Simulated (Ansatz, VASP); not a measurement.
This is a calculation of BAs for Ansatz 0.2.0.

Contents of input.yaml:

```yaml
crystal:
  lattice:
    - [2.93437, 0.0, 0.0]
    - [0.0, 2.93437, 0.0]
    - [0.0, 0.0, 2.93437]
  atoms:
    - { symbol: B, position: [0.5, 0.5, 0.5] }
    - { symbol: As, position: [0.0, 0.0, 0.0] }
hamiltonian:
  xc: revpbe
  pseudopotentials: { kind: paw }
kpoints:
  mp_grid: { grid: [9, 9, 9] }
scf:
  occupations: { method: fermi_dirac, width: 0.05 }
output:
  forces: true
  stress: true
  eigenvalues: true
relax:
  f_tol: 0.01
  max_steps: 40
  cell: { stress_tol: 0.05 }
```

Potentials or basis: Ansatz PAW.

Launch:

```bash
$ ansatz run input.yaml --threads 2 --pin off --max-ram 5632MiB --backend cpu --events-out ev --progress --plain --runs-dir out
```

Task: Set up the same calculation for VASP 6.6.1. Potentials there: VASP PAW PBE potentials, release 64 (B, As).

Result: As run (the cutoff follows the program's own potentials):

Contents of INCAR:

```
SYSTEM = BAs
  PREC = Accurate
  ENCUT = 600
  EDIFF = 1E-6
  ISMEAR = -1
  SIGMA = 0.05
  LREAL = .False.
  LASPH = .True.
  NELM = 100
  ALGO = Fast
  ISIF = 3
  LWAVE = .False.
  LCHARG = .False.
  GGA = RE
  IBRION = 2
  NSW = 60
  EDIFFG = -0.01
```

Contents of KPOINTS:

```
regular mesh
0
Gamma
  9 9 9
  0 0 0
```

The input POSCAR:

```
BAs
1.0
    2.9343700000      0.0000000000      0.0000000000
    0.0000000000      2.9343700000      0.0000000000
    0.0000000000      0.0000000000      2.9343700000
B As
1 1
Direct
    0.5000000000      0.5000000000      0.5000000000
    0.0000000000      0.0000000000      0.0000000000
```

Potentials or basis: VASP PAW PBE potentials, release 64 (B, As).

Launch:

```bash
$ cat potpaw_PBE.64/B/POTCAR potpaw_PBE.64/As/POTCAR > POTCAR
$ mpirun -np 1 vasp_std > vasp.out
```

Both were run:

|  | VASP | Ansatz | Ansatz less VASP |
| --- | --- | --- | --- |
| gap on the k mesh at the Fermi level, each at its own relaxed structure (eV) | none | none | - |
| relaxed volume (Å³/atom) | 12.86 | 12.85 | -0.009 |
| relaxed cell length with the largest relative difference (Å) | 2.952 | 2.951 | -0.0007 |
| energy change over the relaxation (meV/atom) | -1 | -1 | +0.1 |

A gap of «none» marks a metal or a gap that the smearing closes. The two sets of potentials don't hold the same shells in valence.

Caveats: the PAW data sets were made with another functional, which shifts forces and pressure a little (VASP); the plane-wave basis is chosen anew once the cell has moved, so the energies of steps on either side of that aren't comparable (Ansatz); the PAW data sets come from PBE, with cores solved anew for the run's functional, which leaves a small shift of forces and pressure (Ansatz).
